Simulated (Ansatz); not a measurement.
Theory: Ansatz, DFT PBE, scalar-relativistic, plane waves, PAW. Settings: cutoff 420 eV, Γ-centred meshes spaced at most about 0.3 Å⁻¹, and about 0.25 Å⁻¹ or finer for metals (2π included), Gaussian smearing. No spin polarisation.

These are static total energies at zero pressure.

Two relaxed structures of BeTe₂:

A.

```xyz
12
Lattice="6.5333 0.0000 0.0000 0.0000 6.5333 0.0000 0.0000 0.0000 6.5333" Properties=species:S:1:pos:R:3 pbc="T T T"
Be    0.0000    0.0000    0.0000
Be    3.2667    0.0000    3.2667
Be    3.2667    3.2667    0.0000
Be    0.0000    3.2667    3.2667
Te    5.7246    0.8087    4.0753
Te    0.8087    5.7246    2.4580
Te    0.8087    4.0753    5.7246
Te    5.7246    2.4580    0.8087
Te    4.0753    5.7246    0.8087
Te    2.4580    0.8087    5.7246
Te    4.0753    4.0753    4.0753
Te    2.4580    2.4580    2.4580
```

B.

```xyz
6
Lattice="-2.6406 2.6406 4.9373 2.6406 -2.6406 4.9373 2.6406 2.6406 -4.9373" Properties=species:S:1:pos:R:3 pbc="T T T"
Be    0.0000    0.0000    0.0000
Be    0.0000    2.6406    2.4687
Te    0.0000    0.0000    2.5451
Te    2.6406    0.0000    0.0764
Te    2.6406    0.0000    4.8609
Te    0.0000    0.0000    7.3295
```

Question: Which is lower in energy, and by how much?

Answer: A is lower, by 169 meV/atom. A has the pyrite type, space group Pa-3 (No. 205), 23.2 Å³/atom and no gap on its mesh; B has the anatase type, space group I4_1/amd (No. 141), 23.0 Å³/atom and no gap. A holds Te–Te pairs (shortest 2.80 Å); in B the shortest Te–Te distance is 3.51 Å. In A, around Be lie 6 Te at 2.71 Å; around Te lie 3 Be at 2.71 Å and 1 Te at 2.80 Å. In B, Be has 6 Te at 2.55–2.64 Å; Te is surrounded by 3 Be at 2.55–2.64 Å. Both come from invented guesses. The lowest form computed isn't among them: it has space group Ibam (No. 72), 26.1 Å³/atom and lies 149 meV/atom below the best shown.

Spin–orbit coupling, which can matter for Te, is left out. Cells relaxed within their symmetry can be saddle points. Some types were kept out of the candidates beforehand, so the set may lack a known form.

The preference for A most likely comes from Te–Te bonding. Beryllium can supply only two electrons, too few to fill the 5p shells of two separate tellurides. Pyrite resolves this by forming Te₂²⁻ pairs at a single-bond length, whereas the anatase arrangement, with its closest Te atoms 3.51 Å apart, leaves holes in the Te 5p band, consistent with its missing gap. A wins even though its Be–Te contacts are longer, which suggests that pairing outweighs the poorer Be–Te bonding.

The missing gap in A doesn't contradict the pairing: the electron count permits a gap but doesn't guarantee one, and broad Te–Te σ* states may overlap the filled p bands, an overlap that PBE tends to exaggerate.

Six neighbours are unfavourable for so small a cation, which normally prefers tetrahedral surroundings in its chalcogenides. The roomier Ibam form may relieve this strain, though its volume alone can't establish that. The ordering also leaves open whether any of these forms would survive against decomposition into BeTe and Te.
